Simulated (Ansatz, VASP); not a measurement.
# One calculation of KCl, two programs

File INCAR:

```
ALGO = Normal
EDIFF = 1E-6
ENCUT = 520
GGA = PE
ISIF = 2
ISMEAR = 0
LASPH = T
LCHARG = F
LREAL = F
LWAVE = F
NBANDS = 15
NELM = 100
PREC = Accurate
SIGMA = 0.05
```

Contents of KPOINTS:

```
k-points
0
Gamma
  6 6 6
```

File POSCAR:

```
KCl
1.0
    0.0000000000      3.0140755000      3.1561000000
    3.2981245000      0.0000000000      3.1561000000
    3.2981245000      3.0140755000      0.0000000000
K Cl
1 1
Direct
    0.0000000000      0.0000000000      0.0000000000
    0.5000000000      0.5000000000      0.5000000000
```

Input for Ansatz:

```yaml
crystal:
  lattice:
    - [0.0, 3.0140755, 3.1561]
    - [3.2981245, 0.0, 3.1561]
    - [3.2981245, 3.0140755, 0.0]
  atoms:
    - { symbol: K, position: [0.0, 0.0, 0.0] }
    - { symbol: Cl, position: [0.5, 0.5, 0.5] }
basis:
  ecutwfc: 420
kpoints:
  mp_grid: { grid: [6, 6, 6] }
hamiltonian:
  xc: pbe
scf:
  occupations: { method: gaussian, width: 0.05 }
output:
  forces: true
  stress: true
  eigenvalues: true
```

Change from the starting cell: strain +0.0450 x Voigt [1, -1, 0, 0, 0, 0], atoms carried along.

Alike in both runs: task single point; functional PBE; k mesh 6 × 6 × 6; occupations gaussian, width 0.05 eV; no spin polarisation.

|  | VASP | Ansatz |
| --- | --- | --- |
| version | VASP 6.6.1 | Ansatz 0.2.0 |
| potentials or method | VASP PAW PBE potentials, release 64 (K_sv, Cl) | scalar-relativistic, plane waves, PAW |
| plane-wave cutoff (eV) | 520 | 420 |
| valence electrons in the cell | 16 | 16 |

Ansatz gave:

- gap on the k mesh at the Fermi level (eV): 5.11
- least direct gap on the mesh (eV): 5.11
- pressure (GPa): 0.9
- largest component of the traceless stress (GPa): 1.85

Question: Estimate VASP's values.

Answer: gap on the k mesh at the Fermi level (eV): 5.11; least direct gap on the mesh (eV): 5.11; pressure (GPa): 1.0; largest component of the traceless stress (GPa): 1.89.

With one functional, cell and mesh, what is left measures potentials, basis and numerics.
